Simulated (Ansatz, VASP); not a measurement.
**Hf in VASP and in Ansatz**

```
CELL_PARAMETERS angstrom
3.19670 -0.06393 0.00000
-1.65372 2.80039 0.00000
0.00000 0.00000 5.05780
ATOMIC_POSITIONS crystal
Hf 0.66667 0.33333 0.75000
Hf 0.33333 0.66667 0.25000
```

Change from the starting cell: strain = -0.04.

Alike in both runs: task single point; functional PBE; k mesh 10 × 10 × 5; occupations fermi-dirac, width 0.05 eV; no spin polarisation.

|  | VASP | Ansatz |
| --- | --- | --- |
| version | VASP 6.6.1 | Ansatz 0.2.0 |
| potentials or method | VASP PAW PBE potentials, release 64 (Hf_pv), cutoff 520 eV | all-electron LAPW, scalar-relativistic |

Ansatz gave:

- gap on the k mesh at the Fermi level (eV): none
- pressure (GPa): 0.8
- largest component of the traceless stress (GPa): 2.65
- rms of the force components (eV/Å): 0.059

Estimate VASP's values.

gap on the k mesh at the Fermi level (eV): none; pressure (GPa): 0.3; largest component of the traceless stress (GPa): 2.65; rms of the force components (eV/Å): 0.058.

Atom by atom the forces differ by 0.001 eV/Å (rms over components). A gap of «none» marks a metal or a gap that the smearing closes. Ansatz ran all-electron here, so the differences hold the error of VASP's frozen core and of both bases.

Spin-orbit coupling is left out, which matters for the levels of Hf.
